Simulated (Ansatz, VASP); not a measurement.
# One calculation of HfC, two programs

File INCAR:

```
SYSTEM = HfC
  PREC = Accurate
  ENCUT = 520
  EDIFF = 1E-6
  ISMEAR = 0
  SIGMA = 0.016
  LREAL = .False.
  LASPH = .True.
  NELM = 60
  ALGO = Normal
  ISIF = 2
  LWAVE = .False.
  LCHARG = .False.
  GGA = PE
  NBANDS = 14
```

File KPOINTS:

```
Automatic mesh
0
Gamma
  10 10 10
  0 0 0
```

The input POSCAR:

```
HfC
1.0
    0.0000000000      2.3250000000      2.3250000000
    2.3250000000      0.0000000000      2.3250000000
    2.3250000000      2.3250000000      0.0000000000
Hf C
1 1
Direct
    0.5000000000      0.5000000000      0.5000000000
    0.0000000000      0.0000000000      0.0000000000
```

The input input.yaml:

```yaml
crystal:
  lattice:
    - [0.0, 2.325, 2.325]
    - [2.325, 0.0, 2.325]
    - [2.325, 2.325, 0.0]
  atoms:
    - { symbol: Hf, position: [0.5, 0.5, 0.5] }
    - { symbol: C, position: [0.0, 0.0, 0.0] }
kpoints:
  mp_grid: { grid: [10, 10, 10] }
scf:
  occupations: { method: gaussian, width: 0.016 }
hamiltonian:
  xc: pbe
  pseudopotentials: { kind: all_electron, lapw: { basis_error: 0.001 } }
output:
  forces: true
  stress: true
  eigenvalues: true
```

Alike in both runs: task single point; functional PBE; k mesh 10 × 10 × 10; occupations gaussian, width 0.016 eV; no spin polarisation.

|  | VASP | Ansatz |
| --- | --- | --- |
| version | VASP 6.6.1 | Ansatz 0.2.0 |
| potentials or method | VASP PAW PBE potentials, release 64 (Hf_pv, C) | all-electron LAPW, scalar-relativistic |
| plane-wave cutoff (eV) | 520 | see its input |

|  | VASP | Ansatz | Ansatz less VASP |
| --- | --- | --- | --- |
| gap on the k mesh at the Fermi level (eV) | none | none | - |
| pressure (GPa) | -0.5 | 0.3 | +0.71 |

A gap of «none» marks a metal or a gap that the smearing closes. Ansatz ran all-electron here, so the differences hold the error of VASP's frozen core and of both bases.

The runs have no spin-orbit coupling, so splittings on Hf are missing.
